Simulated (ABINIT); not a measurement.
The system is Au.

```xyz
1
Lattice="0.0000 2.0350 2.0350 2.0350 0.0000 2.0350 2.0350 2.0350 0.0000" Properties=species:S:1:pos:R:3 pbc="T T T"
Au    0.0000    0.0000    0.0000
```

Base run:

```yaml
Program: ABINIT 10.8.3 (patched build)
Functional: BP86
Potentials_or_basis: PseudoDojo NC SR PBE v0.4.1 standard
Cutoff: 1034 eV
k_mesh: 11 × 11 × 11
Occupations: fermi-dirac, width 0.05 eV
Spin: no spin polarisation
```

Its results: band gap on the k mesh none (metal or under the smearing width); pressure 11.8 GPa.

Q: After a change of settings the same cell gave: band gap on the k mesh none (metal or under the smearing width); pressure 21.8 GPa. Which change was it?
A. functional from BP86 to revPBE; potentials or basis from PseudoDojo NC SR PBE v0.4.1 standard to JTH PAW PBE v2.0; cutoff from 1034 eV to 680 eV; valence electrons from 19 to 11
B. functional from BP86 to RPBE; potentials or basis from PseudoDojo NC SR PBE v0.4.1 standard to JTH PAW PBE v2.0; cutoff from 1034 eV to 680 eV; valence electrons from 19 to 11
C. functional from BP86 to OLYP; potentials or basis from PseudoDojo NC SR PBE v0.4.1 standard to JTH PAW PBE v2.0; cutoff from 1034 eV to 680 eV; valence electrons from 19 to 11
D. functional from BP86 to rPW86PBE

A: D.

Caveats: the potentials were made for another functional, which shifts forces and pressure; spin-orbit coupling is left out, which moves the levels of the heavy elements; so large a pressure means that the cell lies far from this level's equilibrium, or that cutoff or potentials fall short (some runs).
